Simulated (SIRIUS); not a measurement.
Crystal: W.

```
W
1.0
    -1.58234    1.58234    1.58234
     1.58234   -1.58234    1.58234
     1.58234    1.58234   -1.58234
W
1
Direct
  0.00000 0.00000 0.00000
```

Base run:

| Property | Result |
| --- | --- |
| Program | SIRIUS 7.12.0 |
| Functional | RPBE |
| Potentials or basis | PseudoDojo 0.4.1 PBE standard (scalar relativistic) |
| Cutoff | 1030 eV |
| Density cutoff | 4119 eV |
| k mesh | 12 × 12 × 12 |
| Occupations | fermi-dirac, width 0.05 eV |
| Spin | no spin polarisation |

Its results: band gap on the k mesh none (metal or under the smearing width); pressure 9.6 GPa.

**Question.** After a change of settings the same cell gave: band gap on the k mesh none (metal or under the smearing width); pressure 8.6 GPa. Which change was it?
A. functional from RPBE to BP86; libxc names from ["XC_GGA_X_RPBE", "XC_GGA_C_PBE"] to ["XC_GGA_X_B88", "XC_GGA_C_P86"]
B. functional from RPBE to revPBE; libxc names from ["XC_GGA_X_RPBE", "XC_GGA_C_PBE"] to ["XC_GGA_X_PBE_R", "XC_GGA_C_PBE"]
C. functional from RPBE to WC; libxc names from ["XC_GGA_X_RPBE", "XC_GGA_C_PBE"] to ["XC_GGA_X_WC", "XC_GGA_C_PBE"]
D. functional from RPBE to PBEsol; libxc names from ["XC_GGA_X_RPBE", "XC_GGA_C_PBE"] to ["XC_GGA_X_PBE_SOL", "XC_GGA_C_PBE_SOL"]

**Answer.** B.

Caveats: the potentials were made for another functional, which shifts forces and pressure.

Runs at the PBE level aren't shown here.
